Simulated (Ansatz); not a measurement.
Rh, diamond: how the functional moves the structure

All rows: Ansatz, plane waves with scalar-relativistic PAW, 420 eV (500 eV for the SCAN forms), relaxed under each functional, no dispersion correction, no zero-point motion. B₀ comes from uniform scaling at fixed shape; a dash is a value not given.

| functional | V (Å³/atom) | cell | B₀ (GPa) | magnetic state | ΔE to fcc (meV/atom) |
| --- | --- | --- | --- | --- | --- |
| PBE | 20.99 | a = 5.517 Å | 130 | spin not included | 1110 |
| r²SCAN | 20.40 | a = 5.465 Å | 145 | spin not included | 1124 |
| PBEsol | 20.08 | a = 5.436 Å | 151 | spin not included | 1291 |
| revPBE | 21.36 | a = 5.549 Å | 120 | spin not included | 1054 |
| BLYP | 22.14 | a = 5.616 Å | 109 | spin not included | 717 |

Task: What does RPBE give?

Result: V (Å³/atom): 21.52; cell: a = 5.563 Å; B₀ (GPa): 117; magnetic state: spin not included; ΔE to fcc (meV/atom): 1031.
